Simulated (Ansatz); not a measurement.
Input and steps of a relaxation of cell and atoms on GaN in the wurtzite structure (the PAW code Ansatz, PBE). The start is a rough guess from atomic radii.

```yaml
crystal:
  lattice:
    - [2.9709044594, 0.0, 0.0]
    - [-1.4854522297, 2.572878734, 0.0]
    - [0.0, 0.0, 4.8514869821]
  atoms:
    - { symbol: Ga, position: [0.3333333333, 0.6666666667, 0.0] }
    - { symbol: Ga, position: [0.6666666667, 0.3333333333, 0.5] }
    - { symbol: "N", position: [0.3333333333, 0.6666666667, 0.375] }
    - { symbol: "N", position: [0.6666666667, 0.3333333333, 0.875] }
kpoints:
  mp_grid: { grid: [12, 12, 6] }
hamiltonian:
  xc: pbe
scf:
  occupations: { method: fermi_dirac, width: 0.02 }
relax:
  f_tol: 0.005
  cell: {}
```

The trajectory has 10 recorded frames, each with positions in Å and forces in eV/Å. The last, and any step after a large change of cell, is solved on a basis re-selected at its cell; pressure is positive in compression.

Step 1: energy 0.0 meV/atom from step 1, largest force component 0.050 eV/Å, pressure +68.67 GPa
```xyz
4
Lattice="2.9709 0.0000 0.0000 -1.4855 2.5729 0.0000 0.0000 0.0000 4.8515" Properties=species:S:1:pos:R:3:forces:R:3 pbc="T T T"
Ga    0.0000    1.7153    0.0000    0.0000    0.0000   -0.0500
Ga    1.4855    0.8576    2.4257    0.0000    0.0000   -0.0500
N     0.0000    1.7153    1.8193    0.0000    0.0000    0.0500
N     1.4855    0.8576    4.2451    0.0000    0.0000    0.0500
```

Step 2: energy -328.8 meV/atom from step 1, largest force component 0.055 eV/Å, pressure +25.27 GPa
```xyz
4
Lattice="3.0925 0.0000 0.0000 -1.5463 2.6782 0.0000 0.0000 0.0000 5.0492" Properties=species:S:1:pos:R:3:forces:R:3 pbc="T T T"
Ga    0.0000    1.7855   -0.0006    0.0000    0.0000   -0.0548
Ga    1.5463    0.8927    2.5240    0.0000    0.0000   -0.0548
N     0.0000    1.7855    1.8940    0.0000    0.0000    0.0548
N     1.5463    0.8927    4.4186    0.0000    0.0000    0.0548
```

Step 3: energy -404.3 meV/atom from step 1, largest force component 0.038 eV/Å, pressure +5.68 GPa
```xyz
4
Lattice="3.1756 0.0000 0.0000 -1.5878 2.7501 0.0000 0.0000 0.0000 5.1727" Properties=species:S:1:pos:R:3:forces:R:3 pbc="T T T"
Ga    0.0000    1.8334   -0.0027    0.0000    0.0000   -0.0384
Ga    1.5878    0.9167    2.5837    0.0000    0.0000   -0.0384
N     0.0000    1.8334    1.9425    0.0000    0.0000    0.0384
N     1.5878    0.9167    4.5288    0.0000    0.0000    0.0384
```

Task: How does the relaxation go on, and where does it end?

Result:
Step 4: energy -408.8 meV/atom from step 1, largest force component 0.022 eV/Å, pressure +0.69 GPa
```xyz
4
Lattice="3.2003 0.0000 0.0000 -1.6001 2.7715 0.0000 0.0000 0.0000 5.2145" Properties=species:S:1:pos:R:3:forces:R:3 pbc="T T T"
Ga    0.0000    1.8477   -0.0034    0.0000    0.0000   -0.0216
Ga    1.6001    0.9238    2.6038    0.0000    0.0000   -0.0216
N     0.0000    1.8477    1.9588    0.0000    0.0000    0.0216
N     1.6001    0.9238    4.5660    0.0000    0.0000    0.0216
```

Step 5: energy -408.8 meV/atom from step 1, largest force component 0.038 eV/Å, pressure +0.02 GPa
```xyz
4
Lattice="3.2049 0.0000 0.0000 -1.6024 2.7755 0.0000 0.0000 0.0000 5.2171" Properties=species:S:1:pos:R:3:forces:R:3 pbc="T T T"
Ga    0.0000    1.8503   -0.0064    0.0000    0.0000    0.0377
Ga    1.6024    0.9252    2.6021    0.0000    0.0000    0.0377
N     0.0000    1.8503    1.9629    0.0000    0.0000   -0.0377
N     1.6024    0.9252    4.5715    0.0000    0.0000   -0.0377
```

Step 6: energy -408.8 meV/atom from step 1, largest force component 0.000 eV/Å, pressure 0.00 GPa
```xyz
4
Lattice="3.2038 0.0000 0.0000 -1.6019 2.7745 0.0000 0.0000 0.0000 5.2213" Properties=species:S:1:pos:R:3:forces:R:3 pbc="T T T"
Ga    0.0000    1.8497   -0.0043    0.0000    0.0000    0.0004
Ga    1.6019    0.9248    2.6063    0.0000    0.0000    0.0004
N     0.0000    1.8497    1.9623    0.0000    0.0000   -0.0005
N     1.6019    0.9248    4.5729    0.0000    0.0000   -0.0005
```

Step 7: energy -430.8 meV/atom from step 1, largest force component 0.001 eV/Å, pressure +2.36 GPa
```xyz
4
Lattice="3.2038 0.0000 0.0000 -1.6019 2.7745 0.0000 0.0000 0.0000 5.2213" Properties=species:S:1:pos:R:3:forces:R:3 pbc="T T T"
Ga    0.0000    1.8497   -0.0043    0.0000    0.0000    0.0009
Ga    1.6019    0.9248    2.6063    0.0000    0.0000    0.0009
N     0.0000    1.8497    1.9623    0.0000    0.0000   -0.0009
N     1.6019    0.9248    4.5729    0.0000    0.0000   -0.0009
```

Step 8: energy -431.5 meV/atom from step 1, largest force component 0.000 eV/Å, pressure +0.25 GPa
```xyz
4
Lattice="3.2168 0.0000 0.0000 -1.6084 2.7858 0.0000 0.0000 0.0000 5.2407" Properties=species:S:1:pos:R:3:forces:R:3 pbc="T T T"
Ga    0.0000    1.8572   -0.0045    0.0000    0.0000    0.0004
Ga    1.6084    0.9286    2.6158    0.0000    0.0000    0.0004
N     0.0000    1.8572    1.9698    0.0000    0.0000   -0.0004
N     1.6084    0.9286    4.5902    0.0000    0.0000   -0.0004
```

Step 9: energy -431.4 meV/atom from step 1, largest force component 0.001 eV/Å, pressure 0.00 GPa
```xyz
4
Lattice="3.2183 0.0000 0.0000 -1.6092 2.7871 0.0000 0.0000 0.0000 5.2433" Properties=species:S:1:pos:R:3:forces:R:3 pbc="T T T"
Ga    0.0000    1.8581   -0.0045    0.0000    0.0000   -0.0010
Ga    1.6092    0.9290    2.6172    0.0000    0.0000   -0.0010
N     0.0000    1.8581    1.9707    0.0000    0.0000    0.0010
N     1.6092    0.9290    4.5923    0.0000    0.0000    0.0010
```

Step 10: energy -431.9 meV/atom from step 1, largest force component 0.001 eV/Å, pressure +0.01 GPa
```xyz
4
Lattice="3.2183 0.0000 0.0000 -1.6092 2.7871 0.0000 0.0000 0.0000 5.2433" Properties=species:S:1:pos:R:3:forces:R:3 pbc="T T T"
Ga    0.0000    1.8581   -0.0045    0.0000    0.0000   -0.0010
Ga    1.6092    0.9290    2.6172    0.0000    0.0000   -0.0010
N     0.0000    1.8581    1.9707    0.0000    0.0000    0.0010
N     1.6092    0.9290    4.5923    0.0000    0.0000    0.0010
```

The walk took 8 steps and changed the volume by +26.8 %. The last SCF, on a fresh basis, lies 432 meV an atom below the first. At the end: the symmetry is P6_3mc (No. 186, hexagonal); a = 3.218 Å, c = 5.243 Å in the conventional setting, 11.76 Å³ an atom. Ga is surrounded by 4 N at 1.97–1.98 Å; N is surrounded by 4 Ga at 1.97–1.98 Å.

Run as `ansatz run input.yaml --threads 4 --pin off --max-ram 7372MiB --backend cpu --events-out ev --progress --plain --runs-dir out`. It took 18 s on 4 threads of Arm Neoverse V1, with other jobs on the host; peak host memory 0.43 GiB.

The values are computed, spin-unpolarised, and not measurements.
